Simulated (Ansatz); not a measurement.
A run of Ansatz 0.2.0:

input.yaml

```yaml
crystal:
  lattice:
    - [0.0, 3.611146, 3.611146]
    - [3.611146, 0.0, 3.611146]
    - [3.611146, 3.611146, 0.0]
  atoms:
    - { symbol: Te, position: [0.25, 0.25, 0.25] }
    - { symbol: Sn, position: [0.0, 0.0, 0.0] }
hamiltonian:
  xc: pbe
  pseudopotentials: { kind: paw }
kpoints:
  mp_grid: { grid: [7, 7, 7] }
scf:
  occupations: { method: fermi_dirac, width: 0.05 }
output:
  forces: true
  stress: true
  eigenvalues: true
relax:
  f_tol: 0.01
  max_steps: 40
  cell: { stress_tol: 0.05 }
```

Potentials or basis: Ansatz PAW.

Run with:

```bash
$ ansatz run input.yaml --threads 2 --pin off --max-ram 5632MiB --backend cpu --events-out ev --progress --plain --runs-dir out
```

Hardware: 2 threads of Arm Neoverse V2, on a shared host.

Problem. Estimate the wall time of this run.

Solution. Wall time 5.6 s on 2 threads of Arm Neoverse V2 (shared host), peak memory 0.39 GiB. Counts: scf iterations 17, plane waves 1837, k points 20, bands 19, ion steps 3.
